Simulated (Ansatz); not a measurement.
An Ansatz (a quantum-chemistry and plane-wave program) run: GeO2 with a change (electrons 2.0×10^22 cm⁻³); Kohn–Sham DFT with the PBE functional, run in Ansatz with PAW and 420 eV plane waves, no spin-orbit coupling, earlier PAW set.

Input:

Ansatz 0.2 input:
```yaml
crystal:
  lattice:
    - [4.4883701057, 0, 0]
    - [0, 4.4883701057, 0]
    - [0, 0, 2.9053138366]
  atoms:
    - { symbol: Ge, position: [0, 0, 0] }
    - { symbol: Ge, position: [0.5, 0.5, 0.5] }
    - { symbol: O, position: [0.3071396035, 0.3071396035, 0] }
    - { symbol: O, position: [0.8071396035, 0.1928603965, 0.5] }
    - { symbol: O, position: [0.1928603965, 0.8071396035, 0.5] }
    - { symbol: O, position: [0.6928603965, 0.6928603965, 0] }
basis: { ecutwfc: 420, ecutrho_ratio: 4, xc_grid: 2, fft_grid_basis: typed }
kpoints: { mp_grid: { grid: [10, 10, 16] } }
hamiltonian:
  xc: pbe
  dispersion: none
  pseudopotentials: { azcp: { folder: ./paw }, kind: paw }
total_charge: -1.170578
scf: { occupations: { method: fermi_dirac, width: 0.0259 }, convergence: { dr2_threshold: 0.0000000006 } }
relax: { f_tol: 0.005, max_steps: 30 }
output: { forces: true, stress: true }
checkpoint: { write: state.ck, write_every: 1000 }
```

Output (explanatory and most iteration lines left out):

```
Relaxation: its limit of steps is 30 (relax.max_steps)
Pseudopotential: Ge, paw, valence charge 14
Pseudopotential: O, paw, valence charge 6
Crystal: 6 atoms, lattice volume = 58.529 Å³
Basis set: ecut = 420 eV, 1161 PW (Γ), exchange–correlation on 64×64×40 points (8 copies of the dense FFT grid, shifted against one another)
Bands: 33, of which v1, the nominal top of the filled ones, is band 27 counted from 1 (26 counted from 0)
Symmetry: 16 space group operations
Space group: P42/mnm (ITA 136), of the structure as read, at distance tolerance 3.9e-5 Å
k-points: 189 of 1600
Functional: x = pbe(κ = 0.804, μ = 0.2195149727645171), c = pbe(β = 0.06672455060314922)
SCF iter   1: F=—  HF=-10843.332167 eV  |F-HF|=—  |Δ(HF+E_count)|=         —  Δρ=6.12e-2  dr2=1.79e0  ethr=3.10e-3  ⟨swp⟩=6.1  Hψ=23513  notcnv=0
SCF iter   2: F=—  HF=-10843.360214 eV  |F-HF|=—  |Δ(HF+E_count)|=   2.80e-2  Δρ=3.31e-2  dr2=3.74e-1  ethr=3.10e-3  ⟨swp⟩=2.6  Hψ=10466  notcnv=0  defer=280
SCF 1 converged in 10 iterations: F = -10843.452927 eV  dr2 = 2.82e-10
relax step   1: F+E_penalty+E_count = -10843.45292674 eV  Δ(F+E_penalty+E_count) = +0.000e0 eV  max|allowed force component| = 7.180e-1 eV/Å  Δτ_max = 0.0000 Å  (10 SCF iters, accepted)
Crystal: 6 atoms, lattice volume = 58.529 Å³
SCF iter   1: F=—  HF=-10843.514122 eV  |F-HF|=—  |Δ(HF+E_count)|=         —  Δρ=3.83e-3  dr2=2.70e-3  ethr=4.93e-6  ⟨swp⟩=2.0  Hψ=20087  notcnv=0  defer=273
SCF iter   2: F=—  HF=-10843.513721 eV  |F-HF|=—  |Δ(HF+E_count)|=   4.01e-4  Δρ=2.06e-3  dr2=9.11e-4  ethr=4.93e-6  ⟨swp⟩=1.0  Hψ=5960  notcnv=0  defer=273
SCF 2 converged in 8 iterations: F = -10843.513469 eV  dr2 = 4.38e-10
relax step   2: F+E_penalty+E_count = -10843.51346879 eV  Δ(F+E_penalty+E_count) = -6.054e-2 eV  max|allowed force component| = 5.138e-1 eV/Å  Δτ_max = 0.0175 Å  (8 SCF iters, accepted)
Crystal: 6 atoms, lattice volume = 58.529 Å³
SCF iter   1: F=—  HF=-10843.587438 eV  |F-HF|=—  |Δ(HF+E_count)|=         —  Δρ=9.92e-3  dr2=1.72e-2  ethr=3.30e-4  ⟨swp⟩=4.3  Hψ=16306  notcnv=0  defer=263
SCF iter   2: F=—  HF=-10843.585100 eV  |F-HF|=—  |Δ(HF+E_count)|=   2.34e-3  Δρ=5.38e-3  dr2=6.02e-3  ethr=3.24e-5  ⟨swp⟩=1.9  Hψ=8269  notcnv=0  defer=262
SCF 3 converged in 9 iterations: F = -10843.583971 eV  dr2 = 1.57e-10
relax step   3: F+E_penalty+E_count = -10843.58397068 eV  Δ(F+E_penalty+E_count) = -7.050e-2 eV  max|allowed force component| = 1.570e-2 eV/Å  Δτ_max = 0.0447 Å  (9 SCF iters, accepted)
Crystal: 6 atoms, lattice volume = 58.529 Å³
SCF iter   1: F=—  HF=-10843.583959 eV  |F-HF|=—  |Δ(HF+E_count)|=         —  Δρ=2.98e-4  dr2=1.52e-5  ethr=3.39e-7  ⟨swp⟩=2.1  Hψ=13619  notcnv=0  defer=267
SCF iter   2: F=—  HF=-10843.584022 eV  |F-HF|=—  |Δ(HF+E_count)|=   6.25e-5  Δρ=1.62e-4  dr2=5.49e-6  ethr=2.85e-8  ⟨swp⟩=1.0  Hψ=7749  notcnv=0  defer=267
SCF 4 converged in 7 iterations: F = -10843.584021 eV  dr2 = 8.36e-11
relax step   4: F+E_penalty+E_count = -10843.58402101 eV  Δ(F+E_penalty+E_count) = -5.033e-5 eV  max|allowed force component| = 3.425e-3 eV/Å  Δτ_max = 0.0014 Å  (7 SCF iters, accepted)
SCF converged after 7 iterations
Free energy (F): -10843.584021 eV
Internal energy: -10843.580460 eV  (E = F + TS)
E sigma→0 (E₀):  -10843.582241 eV
Entropy (-TS):   -0.003561 eV (-0.593 meV/atom)
Fermi energy:    14.179166 eV
--- Forces (eV/Å), atoms counted from 1 ---
  atom   1  Ge    -0.00000000    -0.00000000     0.00000000
  atom   2  Ge     0.00000000     0.00000000     0.00000000
  atom   3  O      0.00342508     0.00342508     0.00000000
  atom   4  O      0.00342508    -0.00342508     0.00000000
  atom   5  O     -0.00342508     0.00342508     0.00000000
  atom   6  O     -0.00342508    -0.00342508     0.00000000
--- Stress (GPa, compression-positive) ---
       26.335955       0.000000       0.000000
        0.000000      26.335955       0.000000
        0.000000       0.000000      26.936397
  P = ⅓ Tr σ = 26.5361 GPa (265.361 kbar)
--- Relaxed structure (4 steps of the walk, 4 accepted, 0 SCFs on fresh bases) ---
  atoms:
    - { symbol: Ge, position: [2.0129841994473384e-19, -4.509084606762031e-19, 0.0] }
    - { symbol: Ge, position: [0.5, 0.5, 0.5] }
    - { symbol: O, position: [0.29711251011349527, 0.29711251011349527, 0.0] }
    - { symbol: O, position: [0.7971125101134952, 0.2028874898865048, 0.5] }
    - { symbol: O, position: [0.2028874898865048, 0.7971125101134953, 0.5] }
    - { symbol: O, position: [0.7028874898865048, 0.7028874898865048, 0.0] }
```

Charged cell with a jellium background: band edges are those of the host's band count, energies are not comparable with the neutral cell, and many-body gap narrowing is missing. No phonon test of stability was made. The cell was made from GeO$_{2}$ in the rutile structure (space group P4_2/mnm, No. 136) by this change: electrons 2.0×10^22 cm⁻³.
